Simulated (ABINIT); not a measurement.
ZrB2 in ABINIT: the effect of functional

The system is ZrB2.

```
CELL_PARAMETERS angstrom
3.17000 0.00000 0.00000
-1.58500 2.74530 0.00000
0.00000 0.00000 3.53300
ATOMIC_POSITIONS crystal
Zr 0.00000 0.00000 0.00000
B 0.66667 0.33333 0.50000
B 0.33333 0.66667 0.50000
```

Alike in all runs:

```yaml
Program: ABINIT 10.8.3 (patched build)
Task: single point
Potentials_or_basis: JTH PAW PBE v2.0
Cutoff: 544 eV
k_mesh: 10 × 10 × 8
Occupations: fermi-dirac, width 0.05 eV
Spin: no spin polarisation
```

```tsv
functional	pressure (GPa)
LDA	-8.7
PBEsol	-4.2
RPBE	4.0
BLYP	?
AM05	-5.0
r2SCAN	0.4
SCAN	-0.9
revPBE	3.1
PW91	0.5
WC	-3.6
```

Q: What does the run with functional BLYP give?

A: Pressure 7.0 GPa.

Caveats: the PAW data sets were made with another functional, which shifts forces and pressure a little.

Runs at the PBE level aren't shown here.
